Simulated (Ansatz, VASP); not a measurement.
## C in VASP and in Ansatz

```
CELL_PARAMETERS angstrom
2.47372 0.00000 0.00000
-1.23686 2.14231 0.00000
0.00000 0.00000 4.19792
ATOMIC_POSITIONS crystal
C 0.33333 0.66667 0.99983
C 0.66667 0.33333 0.49983
C 0.33333 0.66667 0.37417
C 0.66667 0.33333 0.87417
```

Change from the starting cell: strained cell.

Alike in both runs: functional LDA; k mesh 9 × 9 × 6; occupations gaussian, width 0.02 eV; no spin polarisation.

Ansatz relaxed the structure, and its values are those at the end. VASP's run is a single point on that final structure, the one shown.

|  | VASP | Ansatz |
| --- | --- | --- |
| version | VASP 6.6.1 | Ansatz 0.2.0 |
| potentials or method | VASP PAW LDA potentials, release 64 (C) | scalar-relativistic, plane waves, PAW |
| plane-wave cutoff (eV) | 520 | 420 |
| valence electrons in the cell | 16 | 16 |

```csv
,VASP,Ansatz,Ansatz less VASP
gap on the k mesh at the Fermi level (eV),3.01,3.04,+0.022
least direct gap on the mesh (eV),4.82,4.81,-0.001
pressure (GPa),-1.6,-3.3,-1.69
rms of the force components (eV/Å),0.008,0.001,-0.0072
```

Ansatz warned: «pseudo_functional_mismatch».

Caveats: an odd mesh through Γ misses points on the zone boundary, where band edges often lie.
